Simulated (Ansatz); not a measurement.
# CuO (Tenorite) (Cc) in Ansatz: a series of runs, part 2 of 2

Ansatz 0.2.0. The steps go on from the part before.

## 3. Phonons, PBEsol

The input, input.yaml:

```yaml
crystal:
  lattice:
    - [2.34465, -1.7134, 0.0]
    - [2.34465, 1.7134, 0.0]
    - [-0.8605543552, 0.0, 5.0594363927]
  atoms:
    - { symbol: Cu, position: [0.4968, 0.0032, 0.5] }
    - { symbol: Cu, position: [0.0032, 0.4968, 0.0] }
    - { symbol: O, position: [0.4056, 0.5714, 0.7537] }
    - { symbol: O, position: [0.5714, 0.4056, 0.2537] }
kpoints:
  mp_grid: { grid: [10, 10, 5] }
scf:
  occupations: { method: fermi_dirac, width: 0.05 }
hamiltonian:
  xc: pbesol
  pseudopotentials: { kind: all_electron, lapw: { basis_error: 0.002 } }
output: {}
phonons:
  method: fd
  supercell: [1, 1, 1]
```

Potentials or basis: all-electron LAPW, scalar-relativistic.

Command:

```console
ansatz run input.yaml --threads 2 --pin off --max-ram 8192MiB --backend cpu --events-out ev --progress --plain --runs-dir out
```

The log of the run:

```text
Warning: RAYON_NUM_THREADS=2 ignored (pool sized by the plan → 2); use --threads N
LAPW: plane waves up to 10.928 Å⁻¹, error target 2.0e-3 eV per atom; small_component_spin mean_spin; O in spheres of 0.825 Å, 8 of its electrons in bands, Dirac shells []; Cu in spheres of 1.025 Å, 19 of its electrons in bands, Dirac shells [] (how accurate: hamiltonian.pseudopotentials.lapw.basis_error, Limitations)
Engine: ansatz 0.2.0, x86_64-unknown-linux-gnu
Pseudopotentials: kind: all_electron
Pseudopotential: Cu, LAPW, valence charge 19, lapw/all_electron/scalar/gaussian/Cu, Koelling and Harmon's equation, gaussian nucleus
Pseudopotential: O, LAPW, valence charge 8, lapw/all_electron/scalar/gaussian/O, Koelling and Harmon's equation, gaussian nucleus
Functional definition: PBEsol
  exchange = pbesol_x
  correlation = pbesol_c
Crystal: 4 atoms, lattice volume = 40.651 Å³
Basis set: ecut = 455.00970031300403 eV, 877 PW (Γ), exchange–correlation at level 2
Bands: 33, of which v1, the nominal top of the filled ones, is band 27 counted from 1 (26 counted from 0)
Symmetry: 2 space group operations
k-points: 141 of 500 (time reversal used)
Non-local potential: Cu, projectors of the file, none
Non-local potential: O, projectors of the file, none
Initial density: superposition of atomic densities (chi_scale 0.1, normalization cell, long waves kept (reshape's long-wave potential 0.00 eV rms))
Initial wavefunctions: plane waves of lowest kinetic energy (no species holds an atomic orbital)
Functional: x = pbesol(κ = 0.804, μ = 0.12345679012345678), c = pbesol(β = 0.046)
iter 1 solved again at ethr=2.40e-2 eV; its pass at ethr=1.00e-1 eV (dr2=1.30e1 eV) is discarded
SCF iter   1: F=—  HF=-94082.499565 eV  |F-HF|=—  |Δ(HF+E_count)|=         —  Δρ=1.69e-1  dr2=1.30e1  ethr=2.40e-2  ⟨swp⟩=2.0  Hψ=29499  notcnv=0
preconditioner: auto → Kerker (q_TF=auto, 2.861 Å⁻¹)  [metal: Δε(μ)=0.005 eV  Ē_g=11.822 eV  σ=0.050 eV  W_gap=0.03  n_scr=20 (ndim 8)  ℏωp=34.0 eV  f_vac=0.000  D(μ)=4.08/eV (n_scr^D=48)]
SCF iter   2: F=—  HF=-94082.779985 eV  |F-HF|=—  |Δ(HF+E_count)|=   2.80e-1  Δρ=9.19e-2  dr2=2.88e0  ethr=2.40e-2  ⟨swp⟩=2.8  Hψ=14206  notcnv=0
SCF iter   3: F=—  HF=-94076.730831 eV  |F-HF|=—  |Δ(HF+E_count)|=    6.05e0  Δρ=3.29e-2  dr2=5.70e-1  ethr=5.34e-3  ⟨swp⟩=3.0  Hψ=15056  notcnv=0
SCF iter   4: F=—  HF=-94076.557563 eV  |F-HF|=—  |Δ(HF+E_count)|=         —  Δρ=1.50e-2  dr2=1.23e-1  ethr=1.06e-3  ⟨swp⟩=2.0  Hψ=14241  notcnv=0
the basis was enlarged: its passes take 430.0 KiB over the memory plan, 2 of 2 planned eigensolver slots
iter 5 solved again at ethr=1.00e-5 eV; its pass at ethr=2.28e-4 eV (dr2=5.41e-3 eV) is discarded
SCF iter   5: F=—  HF=-94076.534154 eV  |F-HF|=—  |Δ(HF+E_count)|=   2.34e-2  Δρ=4.43e-3  dr2=5.41e-3  ethr=1.00e-5  ⟨swp⟩=2.0  Hψ=23743  notcnv=0
SCF iter   6: F=—  HF=-94076.532154 eV  |F-HF|=—  |Δ(HF+E_count)|=   2.00e-3  Δρ=1.64e-3  dr2=6.83e-4  ethr=1.00e-5  ⟨swp⟩=2.0  Hψ=13482  notcnv=0
SCF iter   7: F=—  HF=-94076.532111 eV  |F-HF|=—  |Δ(HF+E_count)|=   4.29e-5  Δρ=5.31e-4  dr2=1.42e-4  ethr=1.26e-6  ⟨swp⟩=2.0  Hψ=13483  notcnv=0
SCF iter   8: F=—  HF=-94076.532104 eV  |F-HF|=—  |Δ(HF+E_count)|=   6.85e-6  Δρ=1.66e-4  dr2=1.26e-5  ethr=2.63e-7  ⟨swp⟩=2.0  Hψ=13483  notcnv=0
SCF iter   9: F=—  HF=-94076.532103 eV  |F-HF|=—  |Δ(HF+E_count)|=   6.70e-7  Δρ=5.47e-5  dr2=1.34e-6  ethr=2.33e-8  ⟨swp⟩=2.0  Hψ=13484  notcnv=0
SCF iter  10: F=—  HF=-94076.532103 eV  |F-HF|=—  |Δ(HF+E_count)|=   2.36e-7  Δρ=1.23e-5  dr2=6.13e-8  ethr=2.48e-9  ⟨swp⟩=2.0  Hψ=13483  notcnv=0
[... 174 lines left out ...]
SCF iter   4: F=—  HF=-94076.533816 eV  |F-HF|=—  |Δ(HF+E_count)|=   2.87e-5  Δρ=2.19e-4  dr2=4.29e-5  ethr=1.59e-7  ⟨swp⟩=2.2  Hψ=24146  notcnv=0
SCF iter   5: F=—  HF=-94076.533809 eV  |F-HF|=—  |Δ(HF+E_count)|=   6.68e-6  Δρ=1.18e-4  dr2=1.55e-5  ethr=7.94e-8  ⟨swp⟩=2.0  Hψ=24099  notcnv=0
SCF iter   6: F=—  HF=-94076.533806 eV  |F-HF|=—  |Δ(HF+E_count)|=   3.02e-6  Δρ=4.08e-5  dr2=1.00e-6  ethr=2.87e-8  ⟨swp⟩=2.0  Hψ=24099  notcnv=0
SCF iter   7: F=—  HF=-94076.533806 eV  |F-HF|=—  |Δ(HF+E_count)|=   2.00e-7  Δρ=3.10e-5  dr2=4.14e-7  ethr=1.85e-9  ⟨swp⟩=2.0  Hψ=24099  notcnv=0
SCF iter   8: F=—  HF=-94076.533806 eV  |F-HF|=—  |Δ(HF+E_count)|=   7.31e-8  Δρ=1.61e-5  dr2=1.30e-7  ethr=7.67e-10  ⟨swp⟩=2.0  Hψ=24099  notcnv=0
SCF iter   9: F=—  HF=-94076.533806 eV  |F-HF|=—  |Δ(HF+E_count)|=   1.66e-9  Δρ=8.81e-6  dr2=1.06e-7  ethr=2.41e-10  ⟨swp⟩=2.0  Hψ=24099  notcnv=0
SCF iter  10: F=—  HF=-94076.533806 eV  |F-HF|=—  |Δ(HF+E_count)|=   6.59e-9  Δρ=1.05e-5  dr2=1.44e-7  ethr=1.96e-10  ⟨swp⟩=2.0  Hψ=24099  notcnv=0
SCF iter  11: F=—  HF=-94076.533806 eV  |F-HF|=—  |Δ(HF+E_count)|=   1.71e-8  Δρ=4.24e-6  dr2=1.21e-8  ethr=1.96e-10  ⟨swp⟩=2.0  Hψ=24099  notcnv=0
SCF iter  12: F=—  HF=-94076.533806 eV  |F-HF|=—  |Δ(HF+E_count)|=   2.07e-9  Δρ=1.45e-6  dr2=1.08e-9  ethr=2.24e-11  ⟨swp⟩=2.0  Hψ=24099  notcnv=0
SCF iter  13: F=-94076.533806 eV  HF=-94076.533806 eV  |F-HF|=2.91e-11  |Δ(HF+E_count)|=  3.49e-10  Δρ=3.54e-7  dr2=7.90e-11  ethr=1.05e-11 (applied; sched 2.00e-12)  ⟨swp⟩=2.0  Hψ=24099  notcnv=0
SCF 13 converged in 13 iterations: F = -94076.533806 eV  dr2 = 7.90e-11
SCF converged after 13 iterations
Free energy (F): -94076.532103 eV
Harris-Foulkes:  -94076.532103 eV  (|F-HF|=2.91e-11)
Internal energy: -94076.512973 eV  (E = F + TS)
E sigma→0 (E₀):  -94076.522538 eV
Entropy (-TS):   -0.019130 eV (-4.782 meV/atom)
Fermi energy:    11.969374 eV
--- Per-component energies (eV) ---
  E_band       = -2836.360479
  E_kinetic    = 95602.768332
  E_xc         = -4055.164499
  E_electrostatic = -185624.116806  (all electrons and nuclei)
  E_smearing   = -0.019130  (= −TS)
  E_closure    = -0.000000  (closes the sum)
  E_atoms      = -94055.158867  (free atoms, spherical and without spin; not in F)
  Σ components = -94076.532103   (vs F -94076.532103, Δ=0.00e0)
  Basis errors (estimates in eV, not in F): energy 8.6e-4 per atom: plane waves 8.0e-4 (4.8e-4 summed), levels above the bands 1.9e-107, relativity 1.6e-7, radial functions 6.1e-5, core shells 2.8e-8; eigenvalues (radial functions only) 7.8e-6; not estimated: angular momenta, meshes, grids; target (lapw.basis_error) 2.0e-3; muffin-tin radii O 0.825 Å, Cu 1.025 Å
--- Forces (eV/Å), atoms counted from 1 ---
  atom   1  Cu    -0.59896911    -0.32062721     0.22842325
  atom   2  Cu    -0.59896911     0.32062721     0.22842325
  atom   3  O      0.59896945    -0.40208183    -0.22842300
  atom   4  O      0.59896945     0.40208183    -0.22842300
  max |Σ_I F_I| component: 6.73e-7 eV/Å
--- Band table (eV; the first three rows and the last of 141) ---
  k-point 0: bands = ["-492.9627", "-492.9627", "-100.2868", "-100.2861", "-57.9610", "-57.9608", "-57.9351", "-57.9259", "-57.5537", "-57.5532", "-7.9188", "-6.5668", "3.7299", "6.3811", "6.7465", "8.5679", "8.6469", "8.7223", "8.9050", "9.2006", "9.2799", "9.4528", "9.6548", "9.7675", "9.8456", "10.3458", "12.1884", "12.8937", "13.5805", "17.8270", "20.0169", "25.1370", "27.4318"]
  k-point 1: bands = ["-492.9627", "-492.9627", "-100.2867", "-100.2862", "-57.9610", "-57.9608", "-57.9342", "-57.9268", "-57.5536", "-57.5532", "-7.8100", "-6.7226", "4.1093", "6.4657", "6.7659", "7.9373", "8.3314", "8.4001", "8.9834", "9.1488", "9.4536", "9.5174", "9.7139", "9.8998", "10.1367", "10.2435", "12.1561", "12.7451", "14.1173", "17.2956", "20.8296", "25.1710", "26.9258"]
  k-point 2: bands = ["-492.9627", "-492.9627", "-100.2866", "-100.2863", "-57.9609", "-57.9608", "-57.9319", "-57.9291", "-57.5535", "-57.5534", "-7.5089", "-7.0973", "5.1269", "6.4345", "6.6853", "6.9491", "7.9199", "7.9646", "9.1534", "9.2395", "9.5542", "9.5913", "9.6761", "9.8775", "10.3832", "10.5017", "12.1230", "12.3872", "15.2195", "16.3313", "22.5135", "24.4320", "25.9404"]
  k-point 140: bands = ["-492.9627", "-492.9627", "-100.2851", "-100.2850", "-57.9748", "-57.9736", "-57.9304", "-57.9286", "-57.5622", "-57.5613", "-6.4969", "-6.3866", "5.0617", "5.5641", "6.2651", "6.3378", "6.7600", "7.1513", "9.1255", "9.4198", "9.7376", "9.7597", "10.2428", "10.2528", "10.6416", "10.7338", "11.2841", "11.9284", "16.4791", "17.6400", "20.4813", "21.1751", "24.5461"]
--- Phonons: 12 displaced members + reference (amplitude 0.01 Å, Σ member SCF iterations 135) ---
  symmetry images taken by strict's conditions (phonons.symmetry_images: auto; settled by no image being taken that strict refuses)
  ASR residual: 1.630e-3 → 0.000e0 eV/Å²; symmetrization residual: 8.599e-4 eV/Å²
  largest component of a force at the reference: 6.0e-1 eV/Å
  ASR residual per site (eV/Å²): 1.10e-3 1.10e-3 1.63e-3 1.63e-3
  Γ frequencies (cm⁻¹): 0.00 0.00 0.00 139.71 152.70 253.46 270.47 322.27 375.87 443.33 493.68 493.75
  density of states and harmonic sums: on the 22×22×12 q-mesh, interpolated from the force constants of a 1×1×1 supercell (no non-analytic term)
  largest difference from the sums on the solved wave vectors: F 7.42e-1 eV, S 9.79e-4 and C_V 2.37e-4 eV/K
  zero-point energy: 0.188664 eV/cell   skipped modes (ω ≤ 0): 399, of them read as no rigid motion or as one in doubt: 396 (2.495e-1 modes/cell left out, lowest 0.00 cm⁻¹)   left out of the sums: 2.08e-2 of the cell's modes: C_V's classical limit lies that fraction below 3 k_B per atom; for a crystal, a wire or a layer, F and S can be off by more, and a phonons.interpolated_qmesh denser along its periods is the remedy for the sampling
```

phdos.tsv:

```text
# omega_inv_cm	omega_thz	g_bin_mean(omega)[modes/inv_cm]
# format = ansatz-phdos/2
# interpolated_qmesh = 22 22 12
# force_constants_supercell = 1 1 1
# lo_to_splitting: not included (the non-analytic LO-TO correction is not applied to the interpolated dynamical matrix; polar crystals: no LO-TO splitting at GAMMA, and LO and other optical branches, acoustic branches and sound speeds, and with them the density of states and the thermodynamics, can be off between the wave vectors that the force constants were sampled on, most near GAMMA; a larger extent of the force constants narrows that region and is not shown to mend the acoustic slopes)
# g_bin_mean(omega): the modes in a bin one row spacing wide, centred on omega, divided by that spacing. A flat band (one whose frequency is the same at every q-point) is counted whole in the row whose bin holds it (on the edge of two bins, in the lower row). The modes of the run's own cell are the sum of g_bin_mean times the row spacing in inv_cm (a plain sum, not the trapezoid rule); for a one-atom cell on a GAMMA-only q-mesh every row is zero, so that sum is 0, not 3
0.000000	0.000000	2.988542e-2
0.987490	0.029604	5.977084e-2
1.974981	0.059208	5.977084e-2
2.962471	0.088813	5.977084e-2
3.949961	0.118417	5.977084e-2
4.937451	0.148021	4.901728e-2
[... 493 lines left out ...]
492.757653	14.772503	9.512507e-1
493.745143	14.802107	1.074086e0
```

Run time: 24 min. Hardware: 2 threads of AMD EPYC 7R43 (Zen 3), shared host; peak memory 1.3 GiB.

What came out:

```
Free energy                   : -94076.5321 eV
Largest force                 : 0.757 eV/Å
Band gap on the k mesh        : none (metal or under the smearing width)
Highest phonon frequency at Γ : 494 cm⁻¹
```

Forces in eV/Å, atoms in the order of the input:
```
Cu  -0.599 -0.321  0.228
Cu  -0.599  0.321  0.228
O    0.599 -0.402 -0.228
O    0.599  0.402 -0.228
```

Levels at points of the mesh, in eV from the Fermi level:
```csv
k point,band 25,band 26,band 27,band 28,band 29,band 30
"(0.00, 0.00, 0.00)",-2.12,-1.62,0.22,0.92,1.61,5.86
"(0.00, -0.50, 0.00)",-1.49,-1.39,-0.03,0.29,4.74,6.15
"(-0.50, -0.50, 0.00)",-1.66,-1.21,-0.64,1.07,3.20,6.90
```

Phonon frequencies in cm⁻¹ (negative: imaginary):
| q point | frequencies |
| --- | --- |
| (0.000, 0.000, 0.000) | 0 0 0 140 153 253 270 322 376 443 494 494 |

Caveat: a metal's response needs a denser mesh; the run has no spin polarisation, though such a crystal can be magnetic; semilocal functionals often make such compounds metallic where correlation or magnetic order opens a gap, which also shifts bond lengths.
